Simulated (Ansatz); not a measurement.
A run of Ansatz 0.2.0:

input.yaml

```yaml
crystal:
  lattice:
    - [1.502512, -5.426016, 0.0]
    - [1.502512, 5.426016, 0.0]
    - [0.0, 0.0, 4.340178]
  atoms:
    - { symbol: Si, position: [0.570638, 0.429362, 0.75] }
    - { symbol: Si, position: [0.429362, 0.570638, 0.25] }
    - { symbol: Mg, position: [0.168381, 0.831619, 0.25] }
    - { symbol: Mg, position: [0.831619, 0.168381, 0.75] }
hamiltonian:
  xc: pbesol
  pseudopotentials: { kind: paw }
kpoints:
  mp_grid: { grid: [9, 9, 6] }
  band_path:
    path:
      - [[0.0, 0.0, 0.0], [0.2691696316, 0.2691696316, 0.0], [0.0, 0.5, 0.0], [0.0, 0.5, 0.5], [0.2691696316, 0.2691696316, 0.5], [0.0, 0.0, 0.5], [0.0, 0.0, 0.0], [-0.5, 0.5, 0.0], [-0.2691696316, 0.7308303684, 0.0], [-0.2691696316, 0.7308303684, 0.5], [-0.5, 0.5, 0.5], [-0.5, 0.5, 0.0]]
      - [[0.0, 0.0, 0.5], [-0.5, 0.5, 0.5]]
    npoints: 14
scf:
  occupations: { method: fermi_dirac, width: 0.05 }
  n_extra_bands: 10
output:
  forces: true
  stress: true
  eigenvalues: true
  fatbands: true
```

Potentials or basis: Ansatz PAW.

Command:

```bash
$ ansatz run input.yaml --threads 2 --pin off --max-ram 5632MiB --backend cpu --events-out ev --progress --plain --runs-dir out
```

Hardware: 2 threads of Arm Neoverse V2, on a shared host.

Task: How long does it take, and how much memory?

Result: It took 6.7 s on 2 threads of Arm Neoverse V2, with other jobs on the host, peak memory 0.42 GiB. Counts: scf iterations 6, plane waves 1373, k points 100, bands 24.
